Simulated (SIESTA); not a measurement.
Sb:

```xyz
2
Lattice="3.3545 0.0000 0.0000 -1.6773 2.9051 0.0000 0.0000 0.0000 5.4702" Properties=species:S:1:pos:R:3 pbc="T T T"
Sb    1.6773    0.9684    4.1026
Sb    0.0000    1.9367    1.3675
```

This isn't the form of Sb at room conditions, which is rhombohedral.

| Item | Value |
| --- | --- |
| Program | SIESTA 5.4.2 |
| Task | single point |
| Functional | PBEsol |
| Potentials or basis | PseudoDojo 0.4 standard (PBEsol files) |
| Basis | DZP (energy shift 0.003 Ry; two zetas on semicore shells) |
| Grid cutoff | 500 Ry |
| Energy shift | 0.003 Ry |
| k mesh | 9 × 9 × 5 |
| Occupations | fermi-dirac, width 0.05 eV |
| Spin | no spin polarisation |

On this cell: pressure 0.3 GPa; largest force under 0.003 eV/Å; band gap on the k mesh none (metal or under the smearing width).

The same run follows on a disturbed copy (atoms moved at random, drawn with an rms of 0.05 Å):

```
Sb
1.0
     3.35453    0.00000    0.00000
    -1.67727    2.90511    0.00000
     0.00000    0.00000    5.47016
Sb
2
Direct
  0.67819 0.33447 0.75155
  0.32096 0.66257 0.25561
```

Question: What changes?

Answer: The energy (extrapolated to zero smearing) moves by -0.9 meV/atom; pressure 0.4 GPa; largest force 0.020 eV/Å; band gap on the k mesh none (metal or under the smearing width).

Forces in eV/Å, atoms in the order of the input:
```
Sb   0.019  0.003 -0.002
Sb  -0.020 -0.003  0.002
```

Stress tensor (GPa, compression positive):
```
0.55 0.24 0.01
0.24 0.46 0.00
0.01 0.00 0.17
```

Caveats: the basis of atomic orbitals isn't converged, which shifts pressures, moduli and gaps.
